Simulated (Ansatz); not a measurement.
PbO: O-17 NMR of the central transition

Cell: a COD entry, its atoms then relaxed with r2SCAN in this cell.

Space group Pbcm (No. 57); a = 5.8931, b = 5.4904, c = 4.7528 Å.

| site | Wyckoff | site symmetry | x | y | z |
| --- | --- | --- | --- | --- | --- |
| Pb | 4d | ..m | 0.2302 | 0.9884 | 0.2500 |
| O | 4d | ..m | 0.8654 | 0.0914 | 0.2500 |

One atom of each set is listed.

All values are calculated (Ansatz; DFT, r2SCAN, plane waves and PAW, scalar-relativistic, 500 eV cutoff, Γ-centred 6×6×7 k-points, Fermi–Dirac smearing 0.01 eV), not measured.

O-17 has I = 5/2 and Q = -25.58 mb (Pyykkö 2018); at 14.1 T its Larmor frequency is ν₀ = 81.4 MHz. Only the quadrupole interaction is simulated: positions count from each site's isotropic chemical shift, and J coupling is left out, as are shift anisotropy and dipolar coupling, which fast spinning averages.

Simulated pattern of one O site (fast magic-angle spinning, Gaussian broadening 0.04 kHz):

```json
{"offset (kHz)": "-0.9527", "height": "0"}
{"offset (kHz)": "-0.9127", "height": "4"}
{"offset (kHz)": "-0.8727", "height": "8"}
{"offset (kHz)": "-0.8328", "height": "8"}
{"offset (kHz)": "-0.7928", "height": "8"}
{"offset (kHz)": "-0.7528", "height": "9"}
{"offset (kHz)": "-0.7128", "height": "9"}
{"offset (kHz)": "-0.6728", "height": "10"}
{"offset (kHz)": "-0.6328", "height": "26"}
{"offset (kHz)": "-0.5929", "height": "50"}
{"offset (kHz)": "-0.5529", "height": "76"}
{"offset (kHz)": "-0.5129", "height": "84"}
{"offset (kHz)": "-0.4729", "height": "65"}
{"offset (kHz)": "-0.4329", "height": "58"}
{"offset (kHz)": "-0.3930", "height": "56"}
{"offset (kHz)": "-0.3530", "height": "56"}
{"offset (kHz)": "-0.3130", "height": "59"}
{"offset (kHz)": "-0.2730", "height": "64"}
{"offset (kHz)": "-0.2330", "height": "79"}
{"offset (kHz)": "-0.1931", "height": "100"}
{"offset (kHz)": "-0.1531", "height": "79"}
{"offset (kHz)": "-0.1131", "height": "61"}
{"offset (kHz)": "-0.0731", "height": "23"}
{"offset (kHz)": "-0.0331", "height": "1"}
```

**Question.** Which |C_Q| and η does the pattern imply?

**Answer.** The pattern spans 0.837 kHz before broadening and its centre of gravity is at -0.370 kHz, which fixes P_Q; the places of the horns and steps fix η. That gives P_Q = 2.24 MHz, |C_Q| = 2.22 MHz and η = 0.22. The sign of C_Q can't be read from the pattern.

Without spin–orbit coupling the gradients at and beside Pb can be off by some per cent, at some sites by more.

The relaxation (3 steps) took 7.5 min of wall time (7.5 min of CPU time) and 1.2 GiB at its peak, on 1 thread of Arm Neoverse N1 (aarch64; 36 cores open to the job, memory cap 3.0 GiB, no GPU), a shared host with a load of 0.9 a core.
